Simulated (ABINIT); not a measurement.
Set up this calculation in ABINIT 10.8.3 (patched build), as the native input.

| Property | Result |
| --- | --- |
| Task | band structure |
| Functional | LDA-PZ |
| Potentials or basis | JTH PAW LDA v2.0 sp |
| Cutoff | 408 eV |
| k mesh | 8 × 8 × 8 |
| Occupations | fermi-dirac, width 0.05 eV |
| Spin | no spin polarisation |
| Fine-grid cutoff | 816.342 eV |

The system is InSe.

```
CELL_PARAMETERS angstrom
2.00000 1.15470 8.44000
-2.00000 1.15470 8.44000
0.00000 -2.30940 8.44000
ATOMIC_POSITIONS crystal
In 0.88860 0.88860 0.88860
In 0.00000 0.00000 0.00000
Se 0.17190 0.17190 0.17190
Se 0.38350 0.38350 0.38350
```

One way to write it, as run:

run.abi

```
# Datasets: ground state, then fixed potential
ndtset 2

# Pseudopotentials
pp_dirpath "./"
pseudos "In.LDA_PW-JTH_sp.xml, Se.LDA_PW-JTH.xml"

# Structure
acell 16.5355823142 16.5355823142 16.5355823142
rprim
     0.2285648112     0.1319619553     0.9645435031
    -0.2285648112     0.1319619553     0.9645435031
     0.0000000000    -0.2639239105     0.9645435031
ntypat 2
znucl 49 34
natom 4
typat 1 1 2 2
xred
     0.8886000000     0.8886000000     0.8886000000
     0.0000000000     0.0000000000     0.0000000000
     0.1719000000     0.1719000000     0.1719000000
     0.3835000000     0.3835000000     0.3835000000

# Plane-wave basis
ecut 408.170794 eV
pawecutdg 30.0
pawovlp 30

# Exchange and correlation
ixc 2

# Bands and occupations
occopt 3
tsmear 0.00183747

# SCF cycle
nstep 100

# Output
iomode 3
prtwf 0
prteig 0
prtebands 0
enunit 1
prtden1 1
prtvha1 1
prtvclmb1 1
prtpot1 1

# Dataset 1
kptopt1 1
ngkpt1 8 8 8
nshiftk1 1
shiftk1 0.0 0.0 0.0
nband1 13
tolvrs1 1.0e-9

# Dataset 2: bands along G-L-B1
iscf2 -2
getden2 1
nband2 19
nbdbuf2 4
tolwfr2 1.0e-11
kptopt2 -2
ndivsm2 5
prteig2 1
kptbounds2
     0.0000000000     0.0000000000     0.0000000000
     0.5000000000     0.0000000000     0.0000000000
     0.5000000000     0.1791451724    -0.1791451724
```

Potentials or basis: JTH PAW LDA v2.0 sp.

Launch:

```console
$ abinit run.abi > log 2>&1
```

Results of the run:

The pressure is -0.6 GPa. The largest force is 0.470 eV/Å. The band gap on the k mesh is 0.24 eV, direct and the band gap along the path is 2.11 eV, indirect (least direct gap 2.66 eV).

Caveat: spin-orbit coupling is left out, which moves the levels of the heavy elements; this set keeps more shells in the core, which shifts pressures and gaps; the atomic spheres overlap.

Wall time 2.8 min on 1 thread of Intel(R) Xeon(R) 6975P-C (Granite Rapids), with other jobs on the host, peak memory 0.36 GiB.
